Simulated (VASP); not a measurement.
# WC (Qusongite) (P-6m2) in VASP: a series of runs

The runs below take WC (Qusongite) through elastic constants, phonons, with PBE, PBEsol.

Everything below comes from runs of VASP 6.6.1. Logs are shortened: lines on timing, memory, paths and dates and some standing lists are left out, and cuts for length are marked.

## Step 1: The crystal as given

It takes space group P-6m2 (No. 187, hexagonal). Conventional cell: a = 2.907 Å, b = 2.907 Å, c = 2.837 Å, α = 90.00°, β = 90.00°, γ = 120.00°. W (site symmetry -6m2) has 6 C at 2.20 Å as nearest neighbours. Around C (site symmetry -6m2) lie 6 W at 2.20 Å.

## Step 2: Elastic constants, PBE

Contents of POSCAR:

```
WC
1.0
    2.9065000000      0.0000000000      0.0000000000
   -1.4532500000      2.5171028361      0.0000000000
    0.0000000000      0.0000000000      2.8366000000
W C
1 1
Direct
    0.0000000000      0.0000000000      0.0000000000
    0.6666666667      0.3333333333      0.5000000000
```

Contents of INCAR.step1:

```
ALGO = Normal
EDIFF = 1E-8
EDIFFG = -0.002
ENCUT = 600
GGA = PE
IBRION = 2
ISIF = 3
ISMEAR = -1
LASPH = T
LCHARG = F
LREAL = F
LWAVE = F
NELM = 60
NSW = 40
PREC = Accurate
SIGMA = 0.05
```

Contents of INCAR.step2:

```
ALGO = Normal
EDIFF = 1E-8
ENCUT = 600
GGA = PE
IBRION = 6
ISIF = 3
ISMEAR = -1
LASPH = T
LCHARG = F
LREAL = F
LWAVE = F
NELM = 60
NFREE = 2
NSW = 1
POTIM = 0.015
PREC = Accurate
SIGMA = 0.05
```

Contents of KPOINTS:

```
k-points
0
Gamma
  7 7 7
```

Potentials or basis: VASP PAW PBE potentials, release 64 (W_sv, C).

On the command line:

```bash
$ cat potpaw_PBE.64/W_sv/POTCAR potpaw_PBE.64/C/POTCAR > POTCAR
$ cp INCAR.step1 INCAR
$ mpirun -np 1 vasp_std > vasp.out
$ cp CONTCAR POSCAR
$ cp INCAR.step2 INCAR
$ mpirun -np 1 vasp_std > vasp.out
```

OUTCAR:

```text
EDIFF = 1E-8
   ENCUT = 600
   GGA = PE
   IBRION = 6
   ISIF = 3
   ISMEAR = -1
   LASPH = T
   LREAL = F
   NELM = 60
   NFREE = 2
   NSW = 1
   POTIM = 0.015
   PREC = Accurate

 ion  position               nearest neighbor table
   1  0.000  0.000  0.000-   2 2.21   2 2.21   2 2.21   2 2.21   2 2.21   2 2.21
   2  0.667  0.333  0.500-   1 2.21   1 2.21   1 2.21   1 2.21   1 2.21   1 2.21

  LATTYP: Found a hexagonal cell.
 ALAT       =     2.9246844577
 C/A-ratio  =     0.9747092881

  Lattice vectors:

 A1 = (   2.9246844577,   0.0000000000,   0.0000000000)
 A2 = (  -1.4623422288,   2.5328510384,   0.0000000000)
 A3 = (   0.0000000000,   0.0000000000,   2.8507171055)

Analysis of symmetry for initial positions (statically):
=====================================================================
 Subroutine PRICEL returns:
 Original cell was already a primitive cell.

 Routine SETGRP: Setting up the symmetry group for a
 hexagonal supercell.

 Subroutine GETGRP returns: Found 12 space group operations
 (whereof 12 operations were pure point group operations)
 out of a pool of 24 trial point group operations.

The static configuration has the point symmetry D_3h.

Analysis of symmetry for dynamics (positions and initial velocities):
=====================================================================
 Subroutine PRICEL returns:
 Original cell was already a primitive cell.

 Routine SETGRP: Setting up the symmetry group for a
 hexagonal supercell.

 Subroutine GETGRP returns: Found 12 space group operations
 (whereof 12 operations were pure point group operations)
 out of a pool of 24 trial point group operations.

The dynamic configuration has the point symmetry D_3h.

 Subroutine INISYM returns: Found 12 space group operations
 (whereof 12 operations are pure point group operations),
 and found     1 'primitive' translations

----------------------------------------------------------------------------------------

                                     Primitive cell

  volume of cell :      21.1175

  direct lattice vectors                    reciprocal lattice vectors
     2.924684458  0.000000000  0.000000000     0.341917227  0.197406003  0.000000000
    -1.462342229  2.532851038  0.000000000     0.000000000  0.394812006  0.000000000
     0.000000000  0.000000000  2.850717106     0.000000000  0.000000000  0.350788929

  length of vectors
     2.924684458  2.924684458  2.850717106     0.394812006  0.394812006  0.350788929

  position of ions in fractional coordinates (direct lattice)
     0.000000000  0.000000000  0.000000000
     0.666666667  0.333333333  0.500000000

  ion indices of the primitive-cell ions
   primitive index   ion index
                 1           1
                 2           2

----------------------------------------------------------------------------------------

 KPOINTS: k-points

Automatic generation of k-mesh.
 Grid dimensions read from file:
 generate k-points for:    7    7    7

 Generating k-lattice:

[... 109 lines left out ...]
  free energy    TOTEN  =       -22.44682245 eV

  energy without entropy =      -22.44347733  energy(sigma->0) =      -22.44514989

------------------------ aborting loop because EDIFF is reached ----------------------------------------

  FORCE on cell =-STRESS in cart. coord.  units (eV):
  Direction    XX          YY          ZZ          XY          YZ          ZX
  --------------------------------------------------------------------------------------
  -------------------------------------------------------------------------------------
  Total        0.0015468      0.0015468      0.0020447     -0.0000000     -0.0000000      0.0000000
  in kB        0.1173524      0.1173524      0.1551310     -0.0000000     -0.0000000      0.0000000
  external PRESSURE =       0.1299453 kB  Pullay stress =       0.0000000 kB
[... 89 lines left out ...]
  FREE ENERGIE OF THE ION-ELECTRON SYSTEM (eV)
  ---------------------------------------------------
  free  energy   TOTEN  =       -22.4363431064 eV

  energy  without entropy=      -22.4338938171  energy(sigma->0) =      -22.43511846

[... ionic steps 4 to 18 ...]

--------------------------------------- Ionic step       19  -------------------------------------------

 number of electron      18.0000000 magnetization

------------------------ aborting loop because EDIFF is reached ----------------------------------------
[... 67 lines left out ...]
--------------------------------------- Ionic step       21  -------------------------------------------

 number of electron      18.0000001 magnetization

 Free energy of the ion-electron system (eV)
  ---------------------------------------------------
  ext. energy  EPLUGINS =         0.00000000
  ---------------------------------------------------
  free energy    TOTEN  =       -22.44532052 eV

  energy without entropy =      -22.44196023  energy(sigma->0) =      -22.44364037

 E-fermi :  10.9484     XC(G=0): -13.7037

 val. band max:       10.9287878923   @ k =   0.1429  -0.0000   0.4286
 cond. band min:      10.9818447603   @ k =   0.0000   0.0000   0.1429
 fundamental gap:      0.0530568680
 Fermi energy:        10.9484424814

 k-point     1 :       0.0000    0.0000    0.0000
  band No.  band energies     occupation
      1     -63.2124      2.00000
      2     -27.2038      2.00000
      3     -27.0916      2.00000
      4     -27.0916      2.00000
      5      -3.4923      2.00000
      6       6.6103      2.00000
      7       7.5621      2.00000
      8       7.5621      2.00000
      9      10.9260      1.22092
     10      13.9788      0.00000
     11      13.9788      0.00000
     12      16.3600      0.00000
     13      16.3600      0.00000
[... 354 lines left out ...]
  band No.  band energies     occupation
      1     -63.1320      2.00000
      2     -27.6467      2.00000
      3     -27.4904      2.00000
      4     -27.4524      2.00000
      5       0.1231      2.00000
      6       4.7039      2.00000
      7       5.9241      2.00000
      8       7.1201      2.00000
      9       9.9288      2.00000
     10      14.2575      0.00000
     11      15.9223      0.00000
     12      17.0324      0.00000
     13      18.4303      0.00000

 [... further k-points ...]
[... 5 lines left out ...]
  --------------------------------------------------------------------------------------
  -------------------------------------------------------------------------------------
  Total        0.0075750      0.0075750      0.0094468      0.0000000      0.0000000      0.0000000
  in kB        0.5747134      0.5747134      0.7167269      0.0000000      0.0000000      0.0000000
  external PRESSURE =       0.6220512 kB  Pullay stress =       0.0000000 kB
[... 17 lines left out ...]
  FREE ENERGIE OF THE ION-ELECTRON SYSTEM (eV)
  ---------------------------------------------------
  free  energy   TOTEN  =       -22.4453205208 eV

  energy  without entropy=      -22.4419602278  energy(sigma->0) =      -22.44364037

 INTERNAL STRAIN TENSORS FROM STRAINED CELLS
 ============================================

 INTERNAL STRAIN TENSOR FOR ION    1 for displacements in x,y,z  (eV/Angst):
          X           Y           Z          XY          YZ          ZX
  --------------------------------------------------------------------------------
  x    -0.00000    -0.00000     0.00000     3.71532     0.00000     0.00000
  y     3.76122    -3.73630     0.00000    -0.00005    -0.00012    -0.00010
  z     0.00000     0.00000     0.00000     0.00000     0.00743     0.00000

 INTERNAL STRAIN TENSORS FROM DISPLACED ATOMS
 ============================================

 INTERNAL STRAIN TENSOR FOR ION    1 for displacements in x,y,z  (eV/Angst):
          X           Y           Z          XY          YZ          ZX
  --------------------------------------------------------------------------------
  x     0.00000     0.00000     0.00000     3.57063     0.00000     0.00000
  y     3.57063    -3.57063     0.00000     0.00000     0.00000     0.00000
  z     0.00000     0.00000     0.00000     0.00000     0.00000     0.00000

 INTERNAL STRAIN TENSOR FOR ION    2 for displacements in x,y,z  (eV/Angst):
          X           Y           Z          XY          YZ          ZX
  --------------------------------------------------------------------------------
  x     0.00000     0.00000     0.00000    -3.56506     0.00000     0.00000
  y    -3.56506     3.56506     0.00000     0.00000     0.00000     0.00000
  z     0.00000     0.00000     0.00000     0.00000     0.00000     0.00000

 Eigenvectors and eigenvalues of the dynamical matrix
 ----------------------------------------------------

   1 f  =   18.259523 THz   114.727967 2PiTHz  609.072127 cm-1    75.515285 meV
             X         Y         Z           dx          dy          dz
      0.000000  0.000000  0.000000    -0.000085    0.247661   -0.000000
      1.462342  0.844284  1.425359     0.000333   -0.968847   -0.000000
[... 21 lines left out ...]
   6 f/i=    0.000453 THz     0.002849 2PiTHz    0.015124 cm-1     0.001875 meV
             X         Y         Z           dx          dy          dz
      0.000000  0.000000  0.000000    -0.274998   -0.929000    0.000000
      1.462342  0.844284  1.425359    -0.070296   -0.237475    0.000000

--------------------------------------------------------------------------------------------------------

 ELASTIC MODULI CONTR FROM IONIC RELAXATION (kBar)
 Direction    XX          YY          ZZ          XY          YZ          ZX
 --------------------------------------------------------------------------------
 XX         -62.7868     62.7868      0.0000     -0.0000      0.0000      0.0000
 YY          62.7868    -62.7868      0.0000      0.0000      0.0000      0.0000
 ZZ           0.0000      0.0000      0.0000      0.0000      0.0000      0.0000
 XY          -0.0000      0.0000      0.0000    -62.7868      0.0000      0.0000
 YZ           0.0000      0.0000      0.0000      0.0000      0.0000      0.0000
 ZX           0.0000      0.0000      0.0000      0.0000      0.0000      0.0000
 --------------------------------------------------------------------------------

 TOTAL ELASTIC MODULI (kBar)
 Direction    XX          YY          ZZ          XY          YZ          ZX
 --------------------------------------------------------------------------------
 XX        6825.9967   2431.1739   1752.0035     -0.0000      0.0000      0.0000
 YY        2431.1739   6825.9967   1752.0035      0.0000     -0.0000      0.0000
 ZZ        1752.0035   1752.0035   9441.9793      0.0000      0.0000      0.0000
 XY          -0.0000      0.0000      0.0000   2197.4114      0.0000      0.0000
 YZ          -0.0000      0.0000      0.0000      0.0000   3010.0662      0.0000
 ZX           0.0000      0.0000      0.0000      0.0000      0.0000   3010.0658
 --------------------------------------------------------------------------------
```

It took 6.7 min on 1 thread of Intel Xeon Platinum 8375C at 2.90GHz (Ice Lake), shared host; peak memory 0.2 GiB.

Results:

- Relaxed volume: 10.56 Å³/atom
- Relaxed cell: a = 2.925 Å, b = 2.925 Å, c = 2.851 Å, α = 90.00°, β = 90.00°, γ = 120.00°
- Space group after relaxing (to 0.05 Å): P-6m2 (No. 187)
- Voigt bulk modulus: 388 GPa
- Highest phonon frequency at Γ, LO-TO splitting left out: 609 cm⁻¹

Step by step:
| step | energy change (eV) | largest force (eV/Å) | pressure (GPa) | volume (Å³) |
| --- | --- | --- | --- | --- |
| 1 | 0.0000 | 0.0000 | 6.99 | 20.75 |
| 2 | 0.0480 | 0.0000 | -16.65 | 22.14 |
| 3 | -0.0078 | 0.0000 | -0.11 | 21.12 |
| 4 | -0.0078 | 0.0000 | 0.02 | 21.11 |
| 5 | -0.0078 | 0.0000 | 0.02 | 21.12 |
| 6 | -0.0078 | 0.0000 | 0.02 | 21.12 |

Final structure:
```yaml
crystal:
  lattice:
    - [2.92468, 0.00000, 0.00000]
    - [-1.46234, 2.53285, 0.00000]
    - [0.00000, 0.00000, 2.85072]
  atoms:
    - { symbol: W, position: [0.00000, 0.00000, 0.00000] }
    - { symbol: C, position: [0.66667, 0.33333, 0.50000] }
```

Phonon frequencies in cm⁻¹ (negative: imaginary):
```tsv
q point	frequencies
(0.000, 0.000, 0.000)	0 0 0 568 609 609
```

Elastic tensor in Voigt notation (GPa, in the Cartesian axes of the cell as first typed):
```
683 243 175   0   0   0
243 683 175   0   0   0
175 175 944   0   0   0
  0   0   0 301   0   0
  0   0   0   0 301   0
  0   0   0   0   0 220
```

Clamped-ion elastic tensor (GPa):
```
689 237 175   0   0   0
237 689 175   0   0   0
175 175 944   0   0   0
  0   0   0 301   0   0
  0   0   0   0 301   0
  0   0   0   0   0 226
```

The run has no spin-orbit coupling, so splittings on W are missing.

## Step 3: Phonons, PBEsol

POSCAR is that of step 2.

Contents of INCAR.step1:

```
  PREC = Accurate
  ENCUT = 600
  EDIFF = 1E-8
  ISMEAR = -1
  SIGMA = 0.05
  LREAL = False
  LASPH = True
  NELM = 80
  ALGO = Normal
  ISIF = 3
  LWAVE = False
  LCHARG = False
  GGA = PS
  IBRION = 2
  NSW = 40
  EDIFFG = -0.002
```

Contents of INCAR.step2:

```
  PREC = Accurate
  ENCUT = 600
  EDIFF = 1E-8
  ISMEAR = -1
  SIGMA = 0.05
  LREAL = False
  LASPH = True
  NELM = 80
  ALGO = Normal
  ISIF = 2
  LWAVE = False
  LCHARG = False
  GGA = PS
  IBRION = 6
  NFREE = 2
  POTIM = 0.015
  NSW = 1
```

Contents of KPOINTS:

```
Automatic mesh
0
Gamma
  7 7 7
```

Potentials or basis: VASP PAW PBE potentials, release 64 (W_sv, C).

On the command line:

```bash
$ cat potpaw_PBE.64/W_sv/POTCAR potpaw_PBE.64/C/POTCAR > POTCAR
$ cp INCAR.step1 INCAR
$ mpirun -np 1 vasp_std > vasp.out
$ cp CONTCAR POSCAR
$ cp INCAR.step2 INCAR
$ mpirun -np 1 vasp_std > vasp.out
```

OUTCAR:

```text
PREC = Accurate
   ENCUT = 600
   EDIFF = 1E-8
   ISMEAR = -1
   LREAL = False
   LASPH = True
   NELM = 80
   ISIF = 2
   GGA = PS
   IBRION = 6
   NFREE = 2
   POTIM = 0.015
   NSW = 1

 ion  position               nearest neighbor table
   1  0.000  0.000  0.000-   2 2.19   2 2.19   2 2.19   2 2.19   2 2.19   2 2.19
   2  0.667  0.333  0.500-   1 2.19   1 2.19   1 2.19   1 2.19   1 2.19   1 2.19

  LATTYP: Found a hexagonal cell.
[... 915 lines left out ...]
  x    -0.00000     0.00000     0.00000     4.29516     0.00000     0.00000
  y     4.29516    -4.29516     0.00000    -0.00000     0.00000     0.00000
  z     0.00000     0.00000     0.00000     0.00000     0.00000     0.00000

 INTERNAL STRAIN TENSOR FOR ION    2 for displacements in x,y,z  (eV/Angst):
          X           Y           Z          XY          YZ          ZX
  --------------------------------------------------------------------------------
  x     0.00000     0.00000     0.00000    -4.30541     0.00000     0.00000
  y    -4.30541     4.30541     0.00000     0.00000     0.00000     0.00000
  z     0.00000     0.00000     0.00000     0.00000     0.00000     0.00000

 Eigenvectors and eigenvalues of the dynamical matrix
 ----------------------------------------------------

   1 f  =   18.817477 THz   118.233697 2PiTHz  627.683481 cm-1    77.822798 meV
             X         Y         Z           dx          dy          dz
      0.000000  0.000000  0.000000     0.000000   -0.247625    0.000000
      1.451097  0.837791  1.415692    -0.000000    0.968856    0.000000
[... 21 lines left out ...]
   6 f/i=    0.000600 THz     0.003772 2PiTHz    0.020026 cm-1     0.002483 meV
             X         Y         Z           dx          dy          dz
      0.000000  0.000000  0.000000     0.000000   -0.000000   -0.968844
      1.451097  0.837791  1.415692    -0.000000    0.000000   -0.247670

 ELASTIC MODULI CONTR FROM IONIC RELAXATION (kBar)
 Direction    XX          YY          ZZ          XY          YZ          ZX
 --------------------------------------------------------------------------------
 XX         -87.8266     87.8266      0.0000     -0.0000      0.0000      0.0000
 YY          87.8266    -87.8266      0.0000      0.0000      0.0000      0.0000
 ZZ           0.0000      0.0000      0.0000      0.0000      0.0000      0.0000
 XY          -0.0000      0.0000      0.0000    -87.8266      0.0000      0.0000
 YZ           0.0000      0.0000      0.0000      0.0000      0.0000      0.0000
 ZX           0.0000      0.0000      0.0000      0.0000      0.0000      0.0000
 --------------------------------------------------------------------------------
```

OSZICAR.step1:

```text
N       E                     dE             d eps       ncg     rms          rms(c)
DAV:   1     0.116750476747E+03    0.11675E+03   -0.10535E+04   832   0.169E+03
DAV:   2    -0.220983268326E+02   -0.13885E+03   -0.13514E+03   947   0.404E+02
DAV:   3    -0.267597869673E+02   -0.46615E+01   -0.45118E+01  1035   0.647E+01
DAV:   4    -0.268073889867E+02   -0.47602E-01   -0.47593E-01   910   0.704E+00
[... 55 lines left out ...]
DAV:   2    -0.238966033404E+02    0.36881E-05   -0.11240E-05   877   0.391E-02    0.647E-03
DAV:   3    -0.238966026687E+02    0.67168E-06   -0.10475E-06   877   0.906E-03    0.270E-03
DAV:   4    -0.238966025561E+02    0.11265E-06   -0.43218E-07   927   0.706E-03    0.174E-03
DAV:   5    -0.238966026069E+02   -0.50861E-07   -0.16876E-08   589   0.142E-03    0.325E-04
DAV:   6    -0.238966026134E+02   -0.64269E-08   -0.35142E-09   421   0.646E-04
   6 F= -.23896603E+02 E0= -.23894987E+02  d E =-.493842E-06
```

Run time: 3.4 min. Hardware: 1 thread of Intel Xeon Platinum 8375C at 2.90GHz (Ice Lake), shared host; peak memory 0.19 GiB.

Results:

```yaml
Relaxed_volume: 10.33 Å³/atom
Relaxed_cell: a = 2.902 Å, b = 2.902 Å, c = 2.831 Å, α = 90.00°, β = 90.00°, γ = 120.00°
Space_group_after_relaxing_to_0.05_Å: P-6m2 (No. 187)
Highest_phonon_frequency_at_Γ_LO-TO_splitting_left_out: 628 cm⁻¹
```

Step by step:
```
step  energy change (eV)  largest force (eV/Å)  pressure (GPa)  volume (Å³)
   1              0.0000                0.0000           -1.99        20.75
   2              0.0047                0.0000            5.95        20.37
   3             -0.0006                0.0000           -0.01        20.65
   4             -0.0006                0.0000            0.03        20.65
   5             -0.0006                0.0000           -0.07        20.66
   6             -0.0006                0.0000           -0.01        20.65
```

Final structure:
```
W C
1.0
     2.90219    0.00000    0.00000
    -1.45110    2.51337    0.00000
     0.00000    0.00000    2.83138
W C
1 1
Direct
  0.00000 0.00000 0.00000
  0.66667 0.33333 0.50000
```

Phonon frequencies in cm⁻¹ (negative: imaginary):
| q point | frequencies |
| --- | --- |
| (0.000, 0.000, 0.000) | 0 0 0 591 628 628 |

Caveat: the PAW data sets were made with another functional, which shifts forces and pressure a little. The run has no spin-orbit coupling, so splittings on W are missing.

## Step 4: The reference run

An earlier run on the cell as given: functional PBEsol; potentials or basis VASP PAW PBE potentials, release 64 (W_sv, C); cutoff 520 eV; k mesh 10 × 10 × 9; occupations fermi-dirac, width 0.05 eV; no spin polarisation.

- Pressure: -2.3 GPa
- Band gap on the k mesh: none (metal or under the smearing width)
